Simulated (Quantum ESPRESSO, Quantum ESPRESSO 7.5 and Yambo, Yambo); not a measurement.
# A GW chain in Yambo: GaN (P6_3mc)

Wanted: ground state, empty states, screening and self-energy for GaN (P6_3mc).

Method: PBE and many-body steps on it, plane waves, in Quantum ESPRESSO 7.5 and Yambo 5.3.0.

The database entry behind the starting cell has ideal inner coordinates that were not refined, so it need not match the best structure at ambient conditions.

**1. Set-up**

It takes space group P6_3mc (No. 186, hexagonal). Conventional cell: a = 3.190 Å, b = 3.190 Å, c = 5.189 Å, α = 90.00°, β = 90.00°, γ = 120.00°. Nearest to Ga lie 4 N at 1.95 Å. N has 4 Ga at 1.95 Å nearest. Farther neighbours and most contacts between anions are not listed.

The cell and positions come from the Crystallography Open Database and are kept as given unless a step says otherwise.

**2. Ground state**

This step: Quantum ESPRESSO 7.5; DFT, PBE, plane waves, norm-conserving pseudopotentials.

The ground-state density comes first.

Input file pw.in:

```
&control
  calculation = 'scf'
  prefix = 'x'
  outdir = 'o'
  pseudo_dir = 'pseudo'
/
&system
  ibrav = 0
  nat = 4
  ntyp = 2
  ecutwfc = 104.0
  nbnd = 32
  force_symmorphic = .true.
/
&electrons
  conv_thr = 1e-10
  electron_maxstep = 80
  mixing_beta = 0.5
/
ATOMIC_SPECIES
  Ga 69.723 Ga.upf
  N 14.007 N.upf
CELL_PARAMETERS angstrom
  3.1900000000 -0.0000000000 0.0000000000
  -1.5950000000 2.7626210381 0.0000000000
  0.0000000000 0.0000000000 5.1890000000
ATOMIC_POSITIONS crystal
  Ga 0.6666666667 0.3333333333 0.0000000000
  Ga 0.3333333333 0.6666666667 0.5000000000
  N 0.6666666667 0.3333333333 0.3750000000
  N 0.3333333333 0.6666666667 0.8750000000
K_POINTS automatic
  6 6 4 0 0 0
```

Command:

```sh
$ OMP_NUM_THREADS=1 mpirun -n 8 pw.x -nk 8 -in pw.in > pw.out
```

Log:

```text
Program PWSCF v.7.5 starts

     This program is part of the open-source Quantum ESPRESSO suite
     for quantum simulation of materials; please cite
         "P. Giannozzi et al., J. Phys.:Condens. Matter 21 395502 (2009);
         "P. Giannozzi et al., J. Phys.:Condens. Matter 29 465901 (2017);
         "P. Giannozzi et al., J. Chem. Phys. 152 154105 (2020);
     in publications or presentations arising from this work. More details at
     Message from routine setup:
     using ibrav=0 with symmetry is DISCOURAGED, use correct ibrav instead

     G-vector sticks info

     bravais-lattice index     =            0
     lattice parameter (alat)  =       6.0282  a.u.
     unit-cell volume          =     308.5974 (a.u.)^3
     number of atoms/cell      =            4
     number of atomic types    =            2
     number of electrons       =        52.00
     number of Kohn-Sham states=           32
     kinetic-energy cutoff     =     104.0000  Ry
     charge density cutoff     =     416.0000  Ry
     scf convergence threshold =      1.0E-10
     mixing beta               =       0.5000
     number of iterations used =            8  plain     mixing
     Exchange-correlation= PBE
                           (   1   4   3   4   0   0   0)

     celldm(1)=   6.028226  celldm(2)=   0.000000  celldm(3)=   0.000000
     celldm(4)=   0.000000  celldm(5)=   0.000000  celldm(6)=   0.000000

     crystal axes: (cart. coord. in units of alat)
               a(1) = (   1.000000  -0.000000   0.000000 )
               a(2) = (  -0.500000   0.866025   0.000000 )
               a(3) = (   0.000000   0.000000   1.626646 )

     reciprocal axes: (cart. coord. in units 2 pi/alat)
               b(1) = (  1.000000  0.577350 -0.000000 )
               b(2) = (  0.000000  1.154701 -0.000000 )
               b(3) = ( -0.000000 -0.000000  0.614762 )
     Pseudo is Norm-conserving + core correction, Zval = 21.0
     Generated using ONCVPSP code by D. R. Hamann
     Using radial grid of 1902 points,  6 beta functions with:
     Pseudo is Norm-conserving + core correction, Zval =  5.0
     Generated using ONCVPSP code by D. R. Hamann
     Using radial grid of 1058 points,  4 beta functions with:
     Ga               21.00    69.72300     Ga( 1.00)
     N                 5.00    14.00700     N ( 1.00)

      6 Sym. Ops. (no inversion) found

   Cartesian axes

     site n.     atom                  positions (alat units)
         1        Ga     tau(   1) = (   0.5000000   0.2886751   0.0000000  )
         2        Ga     tau(   2) = (  -0.0000000   0.5773503   0.8133229  )
         3        N      tau(   3) = (   0.5000000   0.2886751   0.6099922  )
         4        N      tau(   4) = (  -0.0000000   0.5773503   1.4233150  )

     number of k points=    24
                       cart. coord. in units 2pi/alat
        k(    1) = (   0.0000000   0.0000000   0.0000000), wk =   0.0138889
        k(    2) = (   0.0000000   0.0000000   0.1536905), wk =   0.0277778
        k(    3) = (   0.0000000   0.0000000  -0.3073810), wk =   0.0138889
        k(    4) = (   0.0000000   0.1924501   0.0000000), wk =   0.0833333
        k(    5) = (   0.0000000   0.1924501   0.1536905), wk =   0.0833333
        k(    6) = (   0.0000000   0.1924501  -0.3073810), wk =   0.0833333
        k(    7) = (   0.0000000   0.3849002   0.0000000), wk =   0.0833333
        k(    8) = (   0.0000000   0.3849002   0.1536905), wk =   0.0833333
        k(    9) = (   0.0000000   0.3849002  -0.3073810), wk =   0.0833333
        k(   10) = (   0.0000000  -0.5773503   0.0000000), wk =   0.0416667
     [... 12 further rows ...]
        k(   23) = (   0.0000000  -0.3849002   0.1536905), wk =   0.0833333
        k(   24) = (  -0.1666667  -0.4811252   0.1536905), wk =   0.1666667

     Dense  grid:    44217 G-vectors     FFT dimensions: (  40,  40,  64)

     Initial potential from superposition of free atoms

     starting charge      51.9946, renormalised to      52.0000
     Starting wfcs are   34 randomized atomic wfcs

     per-process dynamical memory:    36.9 Mb

     Self-consistent Calculation

     iteration #  1     ecut=   104.00 Ry     beta= 0.50

     total energy              =   -1034.59602378 Ry
     estimated scf accuracy    <       1.05260069 Ry

     iteration #  2     ecut=   104.00 Ry     beta= 0.50

     total energy              =   -1034.91150413 Ry
     estimated scf accuracy    <       0.20718016 Ry

     iteration #  3     ecut=   104.00 Ry     beta= 0.50

     total energy              =   -1034.94429601 Ry
     estimated scf accuracy    <       0.00711017 Ry

     iteration #  4     ecut=   104.00 Ry     beta= 0.50

     total energy              =   -1034.94464507 Ry
     estimated scf accuracy    <       0.00165070 Ry

     iteration #  5     ecut=   104.00 Ry     beta= 0.50

     total energy              =   -1034.94502065 Ry
     estimated scf accuracy    <       0.00004801 Ry

     iteration #  6     ecut=   104.00 Ry     beta= 0.50

     total energy              =   -1034.94503005 Ry
     estimated scf accuracy    <       0.00004150 Ry

     iteration #  7     ecut=   104.00 Ry     beta= 0.50

     total energy              =   -1034.94503252 Ry
     estimated scf accuracy    <       0.00000250 Ry

     iteration #  8     ecut=   104.00 Ry     beta= 0.50

     total energy              =   -1034.94503334 Ry
     estimated scf accuracy    <       0.00000065 Ry

     iteration #  9     ecut=   104.00 Ry     beta= 0.50

     total energy              =   -1034.94503342 Ry
     estimated scf accuracy    <          7.5E-09 Ry

     iteration # 10     ecut=   104.00 Ry     beta= 0.50

     total energy              =   -1034.94503343 Ry
     estimated scf accuracy    <          6.0E-09 Ry

     iteration # 11     ecut=   104.00 Ry     beta= 0.50

     total energy              =   -1034.94503343 Ry
     estimated scf accuracy    <          1.5E-10 Ry

     iteration # 12     ecut=   104.00 Ry     beta= 0.50

     End of self-consistent calculation

          k = 0.0000 0.0000 0.0000 (  5539 PWs)   bands (ev):

  -130.4341-130.4341 -81.1737 -81.1736 -81.1736 -81.1732 -81.1732 -81.1723
    -4.2776  -3.3961  -1.8541  -1.8342  -1.8342  -1.7735  -1.7735  -1.5930
    -1.5930  -1.4946  -1.4946  -0.2114   4.6120  10.6332  10.6332  11.6093
    11.6730  11.6730  13.5979  15.9505  20.8585  21.5952  21.5952  22.4793

          k = 0.0000 0.0000 0.1537 (  5504 PWs)   bands (ev):

  -130.4341-130.4341 -81.1735 -81.1734 -81.1734 -81.1732 -81.1732 -81.1725
    -4.1036  -3.4634  -1.8304  -1.8304  -1.7951  -1.7872  -1.7872  -1.5736
    -1.5736  -1.5044  -1.5044  -0.7638   5.6598  10.1213  10.7790  10.7790
    11.5143  11.5143  14.7868  16.0535  20.4774  21.2722  21.6816  21.6816

          k = 0.0000 0.0000-0.3074 (  5492 PWs)   bands (ev):

  -130.4341-130.4341 -81.1733 -81.1733 -81.1733 -81.1733 -81.1729 -81.1729
    -3.7255  -3.7255  -1.8137  -1.8137  -1.8137  -1.8137  -1.5344  -1.5344
    -1.5344  -1.5344  -1.4913  -1.4913   7.8213   7.8213  11.1400  11.1400
    11.1400  11.1400  15.9271  15.9271  20.1778  20.1778  22.1115  22.1115

          k = 0.0000 0.1925 0.0000 (  5515 PWs)   bands (ev):

     [... further k-points ...]

     highest occupied, lowest unoccupied level (ev):    11.6730   13.5979

!    total energy              =   -1034.94503343 Ry
     estimated scf accuracy    <          3.4E-11 Ry

     The total energy is the sum of the following terms:
     one-electron contribution =    -780.10600152 Ry
     hartree contribution      =     402.10082381 Ry
     xc contribution           =    -115.91287663 Ry
     ewald contribution        =    -541.02697908 Ry

     convergence has been achieved in  12 iterations

     XML data file, charge density, pseudopotentials, collected wavefunctions

=------------------------------------------------------------------------------=
   JOB DONE.
=------------------------------------------------------------------------------=
```

Wall time 11 s (8 MPI ranks of Arm Neoverse V1, shared host); peak memory 0.63 GiB.

This step gave:

```
total energy               : -14081.1445 eV
gap                        : 1.925 eV
k of the valence top       : 0, 0, 0
k of the conduction bottom : 0, 0, 0
least direct gap           : 1.925 eV
```

The gap is direct, at Γ.

**3. Bands along the symmetry lines**

The cheap functional maps the bands first; the places of the edges decide which points the dearer methods must see.

Input file pw.in:

```
&control
  calculation = 'bands'
  prefix = 'x'
  outdir = 'o'
  pseudo_dir = 'pseudo'
/
&system
  ibrav = 0
  nat = 4
  ntyp = 2
  ecutwfc = 104.0
  nbnd = 32
  force_symmorphic = .true.
/
&electrons
  conv_thr = 1e-9
  electron_maxstep = 80
  diago_full_acc = .true.
  diago_thr_init = 5e-6
/
ATOMIC_SPECIES
  Ga 69.723 Ga.upf
  N 14.007 N.upf
CELL_PARAMETERS angstrom
  3.1900000000 -0.0000000000 0.0000000000
  -1.5950000000 2.7626210381 0.0000000000
  0.0000000000 0.0000000000 5.1890000000
ATOMIC_POSITIONS crystal
  Ga 0.6666666667 0.3333333333 0.0000000000
  Ga 0.3333333333 0.6666666667 0.5000000000
  N 0.6666666667 0.3333333333 0.3750000000
  N 0.3333333333 0.6666666667 0.8750000000
K_POINTS crystal
  75
  0.00000000 0.00000000 0.00000000 1
  0.06250000 0.00000000 0.00000000 1
  0.12500000 0.00000000 0.00000000 1
  0.18750000 0.00000000 0.00000000 1
  0.25000000 0.00000000 0.00000000 1
  0.31250000 0.00000000 0.00000000 1
  0.37500000 0.00000000 0.00000000 1
  0.43750000 0.00000000 0.00000000 1
  0.50000000 0.00000000 0.00000000 1
  0.47916667 0.04166667 0.00000000 1
  0.45833333 0.08333333 0.00000000 1
  0.43750000 0.12500000 0.00000000 1
  0.41666666 0.16666666 0.00000000 1
  0.39583333 0.20833333 0.00000000 1
  0.37500000 0.25000000 0.00000000 1
  0.35416666 0.29166666 0.00000000 1
  0.33333333 0.33333333 0.00000000 1
  0.29166666 0.29166666 0.00000000 1
  0.25000000 0.25000000 0.00000000 1
  0.20833333 0.20833333 0.00000000 1
  0.16666666 0.16666666 0.00000000 1
  0.12500000 0.12500000 0.00000000 1
  0.08333333 0.08333333 0.00000000 1
  0.04166667 0.04166667 0.00000000 1
  0.00000000 0.00000000 0.00000000 1
  0.00000000 0.00000000 0.06250000 1
  0.00000000 0.00000000 0.12500000 1
  0.00000000 0.00000000 0.18750000 1
  0.00000000 0.00000000 0.25000000 1
  0.00000000 0.00000000 0.31250000 1
  0.00000000 0.00000000 0.37500000 1
  0.00000000 0.00000000 0.43750000 1
  0.00000000 0.00000000 0.50000000 1
  0.06250000 0.00000000 0.50000000 1
  0.12500000 0.00000000 0.50000000 1
  0.18750000 0.00000000 0.50000000 1
  0.25000000 0.00000000 0.50000000 1
  0.31250000 0.00000000 0.50000000 1
  0.37500000 0.00000000 0.50000000 1
  0.43750000 0.00000000 0.50000000 1
  0.50000000 0.00000000 0.50000000 1
  0.47916667 0.04166667 0.50000000 1
  0.45833333 0.08333333 0.50000000 1
  0.43750000 0.12500000 0.50000000 1
  0.41666666 0.16666666 0.50000000 1
  0.39583333 0.20833333 0.50000000 1
  0.37500000 0.25000000 0.50000000 1
  0.35416666 0.29166666 0.50000000 1
  0.33333333 0.33333333 0.50000000 1
  0.29166666 0.29166666 0.50000000 1
  0.25000000 0.25000000 0.50000000 1
  0.20833333 0.20833333 0.50000000 1
  0.16666666 0.16666666 0.50000000 1
  0.12500000 0.12500000 0.50000000 1
  0.08333333 0.08333333 0.50000000 1
  0.04166667 0.04166667 0.50000000 1
  0.00000000 0.00000000 0.50000000 1
  0.50000000 0.00000000 0.50000000 1
  0.50000000 0.00000000 0.43750000 1
  0.50000000 0.00000000 0.37500000 1
  0.50000000 0.00000000 0.31250000 1
  0.50000000 0.00000000 0.25000000 1
  0.50000000 0.00000000 0.18750000 1
  0.50000000 0.00000000 0.12500000 1
  0.50000000 0.00000000 0.06250000 1
  0.50000000 0.00000000 0.00000000 1
  0.33333333 0.33333333 0.50000000 1
  0.33333333 0.33333333 0.43750000 1
  0.33333333 0.33333333 0.37500000 1
  0.33333333 0.33333333 0.31250000 1
  0.33333333 0.33333333 0.25000000 1
  0.33333333 0.33333333 0.18750000 1
  0.33333333 0.33333333 0.12500000 1
  0.33333333 0.33333333 0.06250000 1
  0.33333333 0.33333333 0.00000000 1
```

Log:

```text
[banner, memory and clock lines left out]
Program PWSCF v.7.5 starts

     Atomic positions and unit cell read from directory:
     o/x.save/

     Message from routine setup:
     using ibrav=0 with symmetry is DISCOURAGED, use correct ibrav instead

     G-vector sticks info

     bravais-lattice index     =            0
     lattice parameter (alat)  =       6.0282  a.u.
     unit-cell volume          =     308.5974 (a.u.)^3
     number of atoms/cell      =            4
     number of atomic types    =            2
     number of electrons       =        52.00
     number of Kohn-Sham states=           32
     kinetic-energy cutoff     =     104.0000  Ry
     charge density cutoff     =     416.0000  Ry
     Exchange-correlation= PBE
                           (   1   4   3   4   0   0   0)

     celldm(1)=   6.028226  celldm(2)=   0.000000  celldm(3)=   0.000000
     celldm(4)=   0.000000  celldm(5)=   0.000000  celldm(6)=   0.000000

     crystal axes: (cart. coord. in units of alat)
               a(1) = (   1.000000  -0.000000   0.000000 )
               a(2) = (  -0.500000   0.866025   0.000000 )
               a(3) = (   0.000000   0.000000   1.626646 )

     reciprocal axes: (cart. coord. in units 2 pi/alat)
               b(1) = (  1.000000  0.577350 -0.000000 )
               b(2) = (  0.000000  1.154701 -0.000000 )
               b(3) = ( -0.000000 -0.000000  0.614762 )
     Pseudo is Norm-conserving + core correction, Zval = 21.0
     Generated using ONCVPSP code by D. R. Hamann
     Using radial grid of 1902 points,  6 beta functions with:
     Pseudo is Norm-conserving + core correction, Zval =  5.0
     Generated using ONCVPSP code by D. R. Hamann
     Using radial grid of 1058 points,  4 beta functions with:
     Ga               21.00    69.72300     Ga( 1.00)
     N                 5.00    14.00700     N ( 1.00)

      6 Sym. Ops. (no inversion) found

   Cartesian axes

     site n.     atom                  positions (alat units)
         1        Ga     tau(   1) = (   0.5000000   0.2886751   0.0000000  )
         2        Ga     tau(   2) = (  -0.0000000   0.5773503   0.8133229  )
         3        N      tau(   3) = (   0.5000000   0.2886751   0.6099922  )
         4        N      tau(   4) = (  -0.0000000   0.5773503   1.4233150  )

     number of k points=    75
                       cart. coord. in units 2pi/alat
        k(    1) = (   0.0000000   0.0000000   0.0000000), wk =   0.0266667
        k(    2) = (   0.0625000   0.0360844   0.0000000), wk =   0.0266667
        k(    3) = (   0.1250000   0.0721688   0.0000000), wk =   0.0266667
[...]
[... 63 further rows ...]
        k(   74) = (   0.3333333   0.5773503   0.0384226), wk =   0.0266667
        k(   75) = (   0.3333333   0.5773503   0.0000000), wk =   0.0266667

     Dense  grid:    44217 G-vectors     FFT dimensions: (  40,  40,  64)

     The potential is recalculated from file :
     o/x.save/charge-density

     Starting wfcs are   34 randomized atomic wfcs

     Band Structure Calculation

     End of band structure calculation

          k = 0.0000 0.0000 0.0000 (  5539 PWs)   bands (ev):

  -130.4341-130.4340 -81.1736 -81.1735 -81.1735 -81.1731 -81.1731 -81.1723
    -4.2776  -3.3961  -1.8541  -1.8341  -1.8341  -1.7734  -1.7734  -1.5929
    -1.5929  -1.4946  -1.4946  -0.2113   4.6120  10.6332  10.6332  11.6093
    11.6730  11.6730  13.5979  15.9505  20.8585  21.5953  21.5953  22.4793

          k = 0.0625 0.0361 0.0000 (  5517 PWs)   bands (ev):

  -130.4341-130.4340 -81.1735 -81.1735 -81.1734 -81.1731 -81.1731 -81.1723
[...]
k = 0.1250 0.0722 0.0000 (  5513 PWs)   bands (ev):

  -130.4341-130.4340 -81.1735 -81.1735 -81.1734 -81.1733 -81.1732 -81.1723
[...]
k = 0.3333 0.5774 0.0384 (  5514 PWs)   bands (ev):

  -130.4340-130.4340 -81.1740 -81.1740 -81.1740 -81.1738 -81.1728 -81.1728
[...]
k = 0.3333 0.5774 0.0000 (  5496 PWs)   bands (ev):

  -130.4340-130.4340 -81.1740 -81.1740 -81.1740 -81.1737 -81.1727 -81.1727
[...]
-1.5591  -1.5138   0.2132   0.2132   6.3601   6.3601   6.4195   8.6799
     8.6799   8.9935  16.8275  19.4708  19.4708  20.0732  21.5421  21.5421

     XML data file, pseudopotentials, collected wavefunctions
```

It took 7.1 s on 8 MPI ranks; peak memory 0.56 GiB; 56 s of CPU time.

This step gave:

* gap: 1.925 eV
* k of the valence top: 0, 0, 0
* k of the conduction bottom: 0, 0, 0
* least direct gap: 1.925 eV

The gap is 1.925 eV, as in the run before at this level.

The electronic bands at the labelled points (eV, zero at the top of the highest filled band):

| point | band 23 | band 24 | band 25 | band 26 | band 27 | band 28 | band 29 | band 30 |
| --- | --- | --- | --- | --- | --- | --- | --- | --- |
| Γ | -1.04 | -0.06 | 0.00 | 0.00 | 1.93 | 4.28 | 9.19 | 9.92 |
| halfway | -2.85 | -1.98 | -0.73 | -0.48 | 4.29 | 5.95 | 7.38 | 8.53 |
| M | -4.21 | -2.73 | -2.22 | -0.97 | 5.08 | 5.57 | 6.06 | 8.59 |
| halfway | -4.22 | -3.52 | -2.38 | -1.86 | 5.61 | 6.61 | 6.64 | 8.43 |
| K | -5.25 | -2.99 | -2.99 | -2.68 | 5.15 | 7.80 | 7.80 | 8.40 |
| halfway | -3.66 | -2.39 | -1.00 | -0.92 | 4.93 | 6.87 | 7.29 | 7.67 |
| Γ | -1.04 | -0.06 | 0.00 | 0.00 | 1.93 | 4.28 | 9.19 | 9.92 |
| halfway | -0.89 | -0.89 | -0.16 | -0.16 | 3.11 | 4.38 | 8.80 | 9.60 |
| A | -0.53 | -0.53 | -0.53 | -0.53 | 4.25 | 4.25 | 8.50 | 8.50 |
| halfway | -2.07 | -2.07 | -1.28 | -1.28 | 5.24 | 5.24 | 7.66 | 7.66 |
| L | -1.93 | -1.93 | -1.90 | -1.90 | 4.42 | 4.42 | 7.80 | 7.80 |
| halfway | -3.18 | -3.18 | -1.60 | -1.60 | 5.37 | 5.37 | 8.12 | 8.12 |
| H | -4.16 | -4.16 | -1.49 | -1.49 | 6.45 | 6.45 | 7.31 | 7.31 |
| halfway | -2.11 | -2.11 | -1.80 | -1.80 | 5.67 | 5.67 | 7.67 | 7.67 |
| A | -0.53 | -0.53 | -0.53 | -0.53 | 4.25 | 4.25 | 8.50 | 8.50 |
| jump to L | -1.93 | -1.93 | -1.90 | -1.90 | 4.42 | 4.42 | 7.80 | 7.80 |
| halfway | -3.30 | -2.51 | -1.70 | -1.27 | 4.32 | 5.11 | 7.56 | 7.85 |
| M | -4.21 | -2.73 | -2.22 | -0.97 | 5.08 | 5.57 | 6.06 | 8.59 |
| jump to H | -4.16 | -4.16 | -1.49 | -1.49 | 6.45 | 6.45 | 7.31 | 7.31 |
| halfway | -4.96 | -3.18 | -2.20 | -2.20 | 5.90 | 7.20 | 7.20 | 8.18 |
| K | -5.25 | -2.99 | -2.99 | -2.68 | 5.15 | 7.80 | 7.80 | 8.40 |

[end of part 1 of 3]

[Paths, hosts, dates, memory and timing lines, banners, echoed tables and standing remarks are left out of the program output.]

[Logs are printed without paths, hosts, clocks, repeated set-up lines and the standing remarks that a program may print on its own settings, such as how far it seeks lower states.]

[Runs of the session that timed out or met a known fault of the program may be left out.]

[Hosts, paths, dates, database ids (printed as entryN), source tags and the programs' standing remarks are cut or masked in the printed files.]
